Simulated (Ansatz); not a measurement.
## Structure relaxation of Rb

The calculation used DFT PBE, scalar-relativistic, plane waves, PAW in Ansatz. Cutoff 420 eV, Γ-centred k mesh, Gaussian smearing, no spin polarisation in the final step.

Rb was placed on the sites of a reported K cell (Cmmm, No. 65), at a guessed volume.

```xyz
5
Lattice="4.2672 -6.3691 0.0000 4.2672 6.3691 0.0000 0.0000 0.0000 9.6471" Properties=species:S:1:pos:R:3 pbc="T T T"
Rb    2.1336   -3.1846    2.4118
Rb    2.1336    3.1846    7.2353
Rb    2.1336    3.1846    2.4118
Rb    2.1336   -3.1846    7.2353
Rb    0.0000    0.0000    0.0000
```

Cell and atoms relax at zero pressure; the relaxation can't lower the symmetry of the start.

Energies count from the standard state of Rb at the same level.

Question: Describe the relaxed structure.

Answer: It ends in P4/mmm (No. 123). Conventional cell: a = 6.620 Å, c = 11.972 Å. Rb on Wyckoff site i (4 atoms of the primitive cell) is coordinated by 7 Rb at 4.61–4.95 Å; around Rb on Wyckoff site a (1 atom of the primitive cell) lie 8 Rb at 4.95 Å.

Space group P4/mmm (No. 123). a = 6.620 Å, b = 6.620 Å, c = 11.972 Å, α = 90.00°, β = 90.00°, γ = 90.00°
```tsv
atom	site	symmetry	x	y	z
Rb	4i	2mm.	0.5000	0.0000	0.3073
Rb	1a	4/mmm	0.0000	0.0000	0.0000
```

Question: What are its volume, energy, density and gap?

Answer: The volume per atom is 104.94 Å³, the density is 1.35 g/cm³ and the energy over the standard structure is 0.10 eV/atom. The gap on the 6×6×4 mesh is 0 eV (a metal).

The final run used a 6×6×4 mesh on its 5-atom cell and 0.10 eV smearing. For metals, differences of a few meV/atom aren't resolved. A structure relaxed within its symmetry needn't be a true minimum.